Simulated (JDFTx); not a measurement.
# HfB2 (P6/mmm) in JDFTx: equation of state

How stiff is HfB2 in PBE, and what volume does it want? The cell is scaled to several volumes.

Everything below comes from runs of JDFTx 1.7.0 (patched build). Logs are shortened: lines on timing, memory, paths and dates and some standing lists are left out, and cuts for length are marked. The log counts tension as positive stress, the text compression.

**1. The structure**

It takes space group P6/mmm (No. 191, hexagonal). The conventional cell has a = 3.140 Å, b = 3.140 Å, c = 3.480 Å, α = 90.00°, β = 90.00°, γ = 120.00°. Hf (site symmetry 6/mmm) has 12 B at 2.51 Å as nearest neighbours. Around B (site symmetry -6m2) lie 3 B at 1.81 Å.

**2. Equation of state, PBE, 9.31 Å³/atom (volume scaled by 0.94)**

HfB2.in

```
lattice \
    5.8126093075    -2.9063046537     0.0000000000 \
    0.0000000000     5.0338673225     0.0000000000 \
    0.0000000000     0.0000000000     6.4420001241
coords-type Lattice
ion Hf     0.0000000000     0.0000000000     0.0000000000 1
ion B      0.6666666667     0.3333333333     0.5000000000 1
ion B      0.3333333333     0.6666666667     0.5000000000 1

ion-species pseudo/Hf.upf
ion-species pseudo/B.upf
elec-cutoff 38
elec-ex-corr gga-PBE
kpoint-folding 10 10 8
elec-smearing Fermi 0.0018374661
elec-n-bands 15
electronic-SCF nIterations 100 energyDiffThreshold 1e-08
electronic-minimize nIterations 30 energyDiffThreshold 1e-7
forces-output-coords Cartesian

dump-name run.$VAR
dump End Ecomponents EigStats BandEigs Kpoints Forces Stress
```

Potentials or basis: PseudoDojo-SR-PBE-0.5-standard.

Started as:

```
jdftx -c 1 -i HfB2.in -o HfB2.out
```

What it wrote:

```text
*************** JDFTx 1.7.0 (patched build) ***************

Input parsed successfully to the following command list (including defaults):
[... the input with its defaults ...]

---------- Setting up symmetries ----------

Found 24 point-group symmetries of the bravais lattice
Found 24 space-group symmetries with basis
Applied RMS atom displacement 2.74009e-10 bohrs to make symmetries exact.

---------- Initializing the Grid ----------
R =
[      5.81261      -2.9063            0  ]
[            0      5.03387            0  ]
[            0            0        6.442  ]
unit cell volume = 188.492
G =
[    1.08096   0.624091         -0  ]
[          0    1.24818          0  ]
[          0         -0   0.975347  ]
Minimum fftbox size, Smin = [  36  36  36  ]
Chosen fftbox size, S = [  36  36  36  ]

---------- Exchange Correlation functional ----------
Initalized PBE GGA exchange.
Initalized PBE GGA correlation.

---------- Setting up pseudopotentials ----------
Width of ionic core gaussian charges (only for fluid interactions / plotting) set to 0

Reading pseudopotential file 'pseudo/Hf.upf':
  'Hf' pseudopotential, 'PBE' functional
  Generated using ONCVPSP code by D. R. Hamann
  12 valence electrons, 4 orbitals, 8 projectors, 1001 radial grid points, with lMax = 3
    5S    l: 0   occupation:  2.0   eigenvalue: -2.462799
    5P    l: 1   occupation:  6.0   eigenvalue: -1.307320
    5D    l: 2   occupation:  2.0   eigenvalue: -0.098817
    6S    l: 0   occupation:  2.0   eigenvalue: -0.187732
  Core radius for overlap checks: 2.38 bohrs.

Reading pseudopotential file 'pseudo/B.upf':
  'B' pseudopotential, 'PBE' functional
  Generated using ONCVPSP code by D. R. Hamann
  3 valence electrons, 2 orbitals, 4 projectors, 1001 radial grid points, with lMax = 1
    2S    l: 0   occupation:  2.0   eigenvalue: -0.347027
    2P    l: 1   occupation:  1.0   eigenvalue: -0.132548
  Core radius for overlap checks: 1.18 bohrs.

Initialized 2 species with 3 total atoms.

Folded 1 k-points by 10x10x8 to 800 k-points.

---------- Setting up k-points, bands, fillings ----------
Reduced to 70 k-points under symmetry.
Computing the number of bands and number of electrons
Calculating initial fillings.
nElectrons:  18.000000   nBands: 15   nStates: 70

----- Setting up reduced wavefunction bases (one per k-point) -----
average nbasis = 2108.886 , ideal nbasis = 2108.934

---------- Setting up ewald sum ----------
Optimum gaussian width for ewald sums = 1.904676 bohr.
Real space sum over 1089 unit cells with max indices [  5  5  4  ]
Reciprocal space sum over 2535 terms with max indices [  6  6  7  ]

---------- Allocating electronic variables ----------
Initializing wave functions:  linear combination of atomic orbitals
Hf pseudo-atom occupations:   s ( 2 2 )  p ( 6 )  d ( 2 )
B pseudo-atom occupations:   s ( 2 )  p ( 1 )
	FillingsUpdate:  mu: +0.635223931  nElectrons: 18.000000
LCAOMinimize: Iter:   0  F: -55.7860665921563665  |grad|_K:  2.831e-03  alpha:  1.000e+00
	FillingsUpdate:  mu: +0.652680230  nElectrons: 18.000000
LCAOMinimize: Iter:   1  F: -55.8314654964935073  |grad|_K:  4.232e-04  alpha:  3.875e-01  linmin: -3.588e-01  cgtest:  9.456e-01
LCAOMinimize: Encountered beta<0, resetting CG.
[... 6 lines of inner loops ...]
LCAOMinimize: Iter:   4  F: -55.8325084214743796  |grad|_K:  1.508e-06  alpha:  4.728e-01  linmin:  1.170e-04  cgtest: -3.999e-04
	FillingsUpdate:  mu: +0.655741512  nElectrons: 18.000000
LCAOMinimize: Iter:   5  F: -55.8325084451781137  |grad|_K:  1.027e-07  alpha:  8.247e-01  linmin: -2.529e-04  cgtest:  2.270e-03
LCAOMinimize: Converged (|Delta F|<1.000000e-06 for 2 iters).

-------- Electronic minimization -----------
Will mix electronic density at each iteration.
	FillingsUpdate:  mu: +0.655741512  nElectrons: 18.000000
	FillingsUpdate:  mu: +0.643489129  nElectrons: 18.000000
SCF: Cycle:  0   F: -55.882685360188340   dF: -5.018e-02   |Residual|: 2.352e-02   |deigs|: 2.126e-02
	FillingsUpdate:  mu: +0.642488902  nElectrons: 18.000000
SCF: Cycle:  1   F: -55.883402549289244   dF: -7.172e-04   |Residual|: 1.277e-02   |deigs|: 3.011e-03
	FillingsUpdate:  mu: +0.641876273  nElectrons: 18.000000
SCF: Cycle:  2   F: -55.883463222009382   dF: -6.067e-05   |Residual|: 1.726e-03   |deigs|: 2.131e-03
	FillingsUpdate:  mu: +0.641960327  nElectrons: 18.000000
SCF: Cycle:  3   F: -55.883469779577581   dF: -6.558e-06   |Residual|: 5.387e-04   |deigs|: 4.132e-04
	FillingsUpdate:  mu: +0.641959295  nElectrons: 18.000000
SCF: Cycle:  4   F: -55.883470795094176   dF: -1.016e-06   |Residual|: 1.692e-04   |deigs|: 1.781e-04
	FillingsUpdate:  mu: +0.641963472  nElectrons: 18.000000
SCF: Cycle:  5   F: -55.883471236534533   dF: -4.414e-07   |Residual|: 7.438e-05   |deigs|: 1.565e-04
	FillingsUpdate:  mu: +0.641964015  nElectrons: 18.000000
SCF: Cycle:  6   F: -55.883471348289831   dF: -1.118e-07   |Residual|: 1.376e-05   |deigs|: 1.185e-04
	FillingsUpdate:  mu: +0.641963654  nElectrons: 18.000000
SCF: Cycle:  7   F: -55.883471398885035   dF: -5.060e-08   |Residual|: 1.005e-05   |deigs|: 2.579e-04
	FillingsUpdate:  mu: +0.641963743  nElectrons: 18.000000
SCF: Cycle:  8   F: -55.883471410318990   dF: -1.143e-08   |Residual|: 8.540e-06   |deigs|: 1.066e-04
	FillingsUpdate:  mu: +0.641963800  nElectrons: 18.000000
SCF: Cycle:  9   F: -55.883471416231430   dF: -5.912e-09   |Residual|: 9.022e-06   |deigs|: 7.695e-05
	FillingsUpdate:  mu: +0.641963956  nElectrons: 18.000000
SCF: Cycle: 10   F: -55.883471417543518   dF: -1.312e-09   |Residual|: 4.856e-06   |deigs|: 4.915e-05
SCF: Converged (|Delta E|<1.000000e-08 for 2 iters).

Setting wave functions to eigenvectors of Hamiltonian

# Stress tensor in Cartesian coordinates [Eh/a0^3]:
[ -0.000675424            0            0  ]
[            0 -0.000675424            0  ]
[            0            0 -0.000655696  ]

# Ionic positions in lattice coordinates:
ion Hf   0.000000000000000   0.000000000000000   0.000000000000000 1
ion B   0.666666666666667   0.333333333333333   0.500000000000000 1
ion B   0.333333333333333   0.666666666666667   0.500000000000000 1

# Forces in Cartesian coordinates:
force Hf  -0.000000000000000  -0.000000000000000   0.000000000000000 1
force B  -0.000000000000000   0.000000000000000   0.000000000000000 1
force B   0.000000000000000   0.000000000000000   0.000000000000000 1

# Energy components:
   Eewald =      -49.8679179500124619
       EH =        6.1994654501440163
     Eloc =      -23.5804283926162057
      Enl =        2.7702313147997581
      Exc =      -16.9162014248091026
 Exc_core =        6.5182825770496144
       KE =       18.9931893747183160
-------------------------------------
     Etot =      -55.8833790507260630
       TS =        0.0000923668174583
-------------------------------------
        F =      -55.8834714175435181

IonicMinimize: Iter:   0  F: -55.883471417543518  |grad|_K:  1.473e-35
IonicMinimize: Converged (|grad|_K<1.000000e-04).

#--- Lowdin population analysis ---
# oxidation-state Hf +0.632
# oxidation-state B -0.303 -0.303

Dumping 'run.eigStats' ...
	eMin: -1.613694 at state 0 ( [ +0.000000 +0.000000 +0.000000 ] spin 0 )
	HOMO: +0.639871 at state 51 ( [ +0.200000 +0.200000 +0.125000 ] spin 0 )
	mu  : +0.641964
	LUMO: +0.651103 at state 32 ( [ +0.100000 +0.100000 +0.250000 ] spin 0 )
	eMax: +1.056514 at state 60 ( [ +0.200000 +0.400000 +0.000000 ] spin 0 )
	HOMO-LUMO gap: +0.011232
	Optical gap  : +0.012777 at state 32 ( [ +0.100000 +0.100000 +0.250000 ] spin 0 )
Done!
[note: the HOMO, LUMO and gaps printed at the end count levels as full or empty at half filling, so they show a gap where a level is partly filled]
```

Wall time 90 s (1 thread of Arm Neoverse V1, shared host); peak memory 0.18 GiB.

Results:

```
Free energy            : -1520.6667 eV
Pressure               : 19.7 GPa
Band gap on the k mesh : none (metal or under the smearing width)
Loewdin charges        : Hf +0.63; B -0.30 e
```

**3. Equation of state, PBE, 9.51 Å³/atom (volume scaled by 0.96)**

Changes to HfB2.in since step 2:

```diff
@@ -1,5 +1,5 @@
 lattice \
-    5.8126093075    -2.9063046537     0.0000000000 \
-    0.0000000000     5.0338673225     0.0000000000 \
-    0.0000000000     0.0000000000     6.4420001241
+    5.8535445246    -2.9267722623     0.0000000000 \
+    0.0000000000     5.0693182604     0.0000000000 \
+    0.0000000000     0.0000000000     6.4873678170
 coords-type Lattice
@@ -21,2 +21,2 @@
 dump-name run.$VAR
-dump End Ecomponents EigStats BandEigs Kpoints Forces Stress
+dump End Ecomponents EigStats BandEigs Kpoints Forces Stress ElecDensity Dtot KEdensity
```

Potentials or basis: PseudoDojo-SR-PBE-0.5-standard.

Started as:

```
jdftx -c 1 -i HfB2.in -o HfB2.out
```

Wall time 98 s (1 thread of Arm Neoverse V1, shared host); peak memory 0.19 GiB.

It converged, with:

| Quantity | Value |
| --- | --- |
| Free energy | -1520.7275 eV |
| Pressure | 13.1 GPa |
| Band gap on the k mesh | none (metal or under the smearing width) |
| Loewdin charges | Hf +0.64; B -0.31 e |

**4. Equation of state, PBE, 9.71 Å³/atom (volume scaled by 0.98)**

Changes to HfB2.in since step 3:

```diff
@@ -1,5 +1,5 @@
 lattice \
-    5.8535445246    -2.9267722623     0.0000000000 \
-    0.0000000000     5.0693182604     0.0000000000 \
-    0.0000000000     0.0000000000     6.4873678170
+    5.8939150728    -2.9469575365     0.0000000000 \
+    0.0000000000     5.1042801807     0.0000000000 \
+    0.0000000000     0.0000000000     6.5321096986
 coords-type Lattice
```

Started as:

```
jdftx -c 1 -i HfB2.in -o HfB2.out
```

Run time: 98 s. Hardware: 1 thread of Arm Neoverse V1, shared host; peak memory 0.19 GiB.

It converged, with:

```yaml
Free_energy: -1520.7650 eV
Pressure: 7.1 GPa
Band_gap_on_the_k_mesh: none (metal or under the smearing width)
Loewdin_charges: Hf +0.66; B -0.32 e
```

**5. Equation of state, PBE, 9.90 Å³/atom**

Changes to HfB2.in since step 4:

```diff
@@ -1,5 +1,5 @@
 lattice \
-    5.8939150728    -2.9469575365     0.0000000000 \
-    0.0000000000     5.1042801807     0.0000000000 \
-    0.0000000000     0.0000000000     6.5321096986
+    5.9337400313    -2.9668700157     0.0000000000 \
+    0.0000000000     5.1387696066     0.0000000000 \
+    0.0000000000     0.0000000000     6.5762469137
 coords-type Lattice
```

Started as:

```
jdftx -c 1 -i HfB2.in -o HfB2.out
```

Wall time 98 s (1 thread of Arm Neoverse V1, shared host); peak memory 0.19 GiB.

It converged, with:

```
Free energy            : -1520.7813 eV
Pressure               : 1.7 GPa
Band gap on the k mesh : none (metal or under the smearing width)
Loewdin charges        : Hf +0.67; B -0.32 e
```

**6. Equation of state, PBE, 10.10 Å³/atom (volume scaled by 1.02)**

Changes to HfB2.in since step 5:

```diff
@@ -1,5 +1,5 @@
 lattice \
-    5.9337400313    -2.9668700157     0.0000000000 \
-    0.0000000000     5.1387696066     0.0000000000 \
-    0.0000000000     0.0000000000     6.5762469137
+    5.9730374681    -2.9865187341     0.0000000000 \
+    0.0000000000     5.1728021852     0.0000000000 \
+    0.0000000000     0.0000000000     6.6197994871
 coords-type Lattice
```

Potentials or basis: PseudoDojo-SR-PBE-0.5-standard.

Started as:

```
jdftx -c 1 -i HfB2.in -o HfB2.out
```

It took 99 s on 1 thread of Arm Neoverse V1, shared host; peak memory 0.2 GiB.

It converged, with:

```
Free energy            : -1520.7785 eV
Pressure               : -3.2 GPa
Band gap on the k mesh : none (metal or under the smearing width)
Loewdin charges        : Hf +0.68; B -0.33 e
```

**7. Equation of state, PBE, 10.30 Å³/atom (volume scaled by 1.04)**

Changes to HfB2.in since step 6:

```diff
@@ -1,5 +1,5 @@
 lattice \
-    5.9730374681    -2.9865187341     0.0000000000 \
-    0.0000000000     5.1728021852     0.0000000000 \
-    0.0000000000     0.0000000000     6.6197994871
+    6.0118245126    -3.0059122563     0.0000000000 \
+    0.0000000000     5.2063927509     0.0000000000 \
+    0.0000000000     0.0000000000     6.6627864025
 coords-type Lattice
```

Started as:

```
jdftx -c 1 -i HfB2.in -o HfB2.out
```

It took 100 s on 1 thread of Arm Neoverse V1, shared host; peak memory 0.2 GiB.

It converged, with:

```yaml
Free_energy: -1520.7583 eV
Pressure: -7.7 GPa
Band_gap_on_the_k_mesh: none (metal or under the smearing width)
Loewdin_charges: Hf +0.69; B -0.33 e
```

**8. Equation of state, PBE, 10.50 Å³/atom (volume scaled by 1.06)**

Changes to HfB2.in since step 7:

```diff
@@ -1,5 +1,5 @@
 lattice \
-    6.0118245126    -3.0059122563     0.0000000000 \
-    0.0000000000     5.2063927509     0.0000000000 \
-    0.0000000000     0.0000000000     6.6627864025
+    6.0501174208    -3.0250587104     0.0000000000 \
+    0.0000000000     5.2395553823     0.0000000000 \
+    0.0000000000     0.0000000000     6.7052256766
 coords-type Lattice
```

Started as:

```
jdftx -c 1 -i HfB2.in -o HfB2.out
```

It took 99 s on 1 thread of Arm Neoverse V1, shared host; peak memory 0.2 GiB.

Results (log left out):

* Free energy: -1520.7224 eV
* Pressure: -11.7 GPa
* Band gap on the k mesh: none (metal or under the smearing width)
* Loewdin charges: Hf +0.70; B -0.34 e

**9. Equation of state, PBE**

Potentials or basis: PseudoDojo-SR-PBE-0.5-standard.

No new run: the results of the series are fitted here.

Results:

```
Equilibrium volume                        : 9.97 Å³/atom
Bulk modulus at fixed shape and positions : 251 GPa
Pressure derivative of the bulk modulus   : 3.9
```

Energy against volume, from the lowest point:
```
volume (Å³/atom)  energy (meV/atom)
           9.311              38.20
           9.509              17.95
           9.707               5.45
           9.905               0.00
          10.103               0.93
          10.301               7.66
          10.499              19.66
```

Caveat: the cell was scaled at fixed shape and fractional positions, which overstates the stiffness of a crystal with free parameters, most of all of layers and chains. The run has no spin-orbit coupling, so splittings on Hf are missing.
